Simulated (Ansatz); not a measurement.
**C: start and end of a relaxation**

Recipe of this trial structure of C: 3-connected net of one element (I4_1/amd, No. 141). The dimensions are guesses.

start:

Space group I4_1/amd:1 (No. 141). a = 6.191 Å, b = 6.191 Å, c = 4.124 Å, α = 90.00°, β = 90.00°, γ = 90.00°
```
atom  site  symmetry       x       y       z
   C   16h       .m.  0.0000  0.8333  0.0000
```

Theory: Ansatz 0.2.0, DFT PBE, scalar-relativistic, plane waves, PAW. Cutoff 420 eV, Gaussian smearing, Γ-centred meshes. Cell and atoms relax first on a coarse mesh and then on a converged one. In between, the cell is made exact in the group found at 0.06 Å. The steps can't lower the symmetry of their start. No spin polarisation in the relaxation; trial moments died out in a coarse test.

end:

Space group I4_1/amd:1 (No. 141). a = 6.586 Å, b = 6.586 Å, c = 3.387 Å, α = 90.00°, β = 90.00°, γ = 90.00°
```
atom  site  symmetry       x       y       z
   C   16h       .m.  0.0000  0.8433  0.0388
```

The symmetry stays I4_1/amd (No. 141). The volume per atom shrinks by 7.1 %, from 9.9 to 9.2 Å³. The shortest distance goes from 1.46 Å (C–C) to 1.36 Å (C–C). The ratio c/a of the conventional cell changes by a factor of 0.77. The energy falls by about 0.53 eV/atom (the start's value is from the coarse mesh).

| Property | Result |
| --- | --- |
| Volume per atom | 9.18 Å³ |
| Density | 2.17 g/cm³ |
| Energy over the standard state | +0.685 eV/atom |
| Gap on the 12×12×12 mesh of the 8-atom cell | 0.10 eV |

Energies count from the standard state of C at the same level. So it is a metastable form at best.

The last run used Gaussian smearing of 0.01 eV. Kohn–Sham gaps at this level usually fall short of measured ones. The reference form of C is held partly by dispersion forces, which this level lacks. Small gaps are read on the mesh alone, and bands can cross between its points. Symmetry constrained the relaxation, so the result can be a saddle point. In all, the 3 runs took 96 s on 1 thread of Arm Neoverse V1 (shared host). Another cell of C relaxed alike, in P-3m1, lies 0.54 eV/atom lower, so this cell isn't the stable form at this level.
